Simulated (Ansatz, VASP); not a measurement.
# One calculation of AlFe, two programs

The input INCAR:

```
SYSTEM = AlFe
PREC = Accurate
ENCUT = 520
EDIFF = 1E-6
ISMEAR = -1
SIGMA = 0.05
LREAL = .False.
LASPH = .True.
NELM = 150
ALGO = Normal
ISIF = 2
LWAVE = .False.
LCHARG = .True.
ISPIN = 2
MAGMOM = 0 3
LORBIT = 11
LMAXMIX = 4
GGA = PE
LELF = .True.
LVHAR = .True.
NBANDS = 16
```

Contents of KPOINTS:

```
Automatic mesh
0
Gamma
  12 12 12
  0 0 0
```

Contents of POSCAR:

```
AlFe
1.0
    2.9100000000      0.0000000000      0.0000000000
    0.0000000000      2.9100000000      0.0000000000
    0.0000000000      0.0000000000      2.9100000000
Al Fe
1 1
Direct
    0.0000000000      0.0000000000      0.0000000000
    0.5000000000      0.5000000000      0.5000000000
```

Input for Ansatz:

```yaml
crystal:
  lattice:
    - [2.91, 0.0, 0.0]
    - [0.0, 2.91, 0.0]
    - [0.0, 0.0, 2.91]
  atoms:
    - { symbol: Al, position: [0.0, 0.0, 0.0] }
    - { symbol: Fe, position: [0.5, 0.5, 0.5], spin: 3.0 }
magnetization:
  spin_polarized: true
kpoints:
  mp_grid: { grid: [12, 12, 12] }
scf:
  occupations: { method: fermi_dirac, width: 0.05 }
hamiltonian:
  xc: pbe
  pseudopotentials:
    kind: all_electron
    lapw: { basis_error: 0.0005, muffin_tin_radii: { Fe: 0.756, Al: 0.756 } }
output:
  forces: true
  stress: true
  eigenvalues: true
```

Alike in both runs: task single point; functional PBE; k mesh 12 × 12 × 12; occupations fermi-dirac, width 0.05 eV; collinear spin.

|  | VASP | Ansatz |
| --- | --- | --- |
| version | VASP 6.6.1 | Ansatz 0.2.0 |
| potentials or method | VASP PAW PBE potentials, release 64 (Al, Fe) | all-electron LAPW, scalar-relativistic |
| plane-wave cutoff (eV) | 520 | see its input |

```csv
,VASP,Ansatz,Ansatz less VASP
pressure (GPa),-5.9,-5.9,-0.04
net moment per atom (μB),0.37,0.37,+0.001
size of the moment on the site where the two differ most (μB),0.78,0.65,-0.137
```

Site moments also hang on the region over which each program counts them. Ansatz ran all-electron here, so the differences hold the error of VASP's frozen core and of both bases.
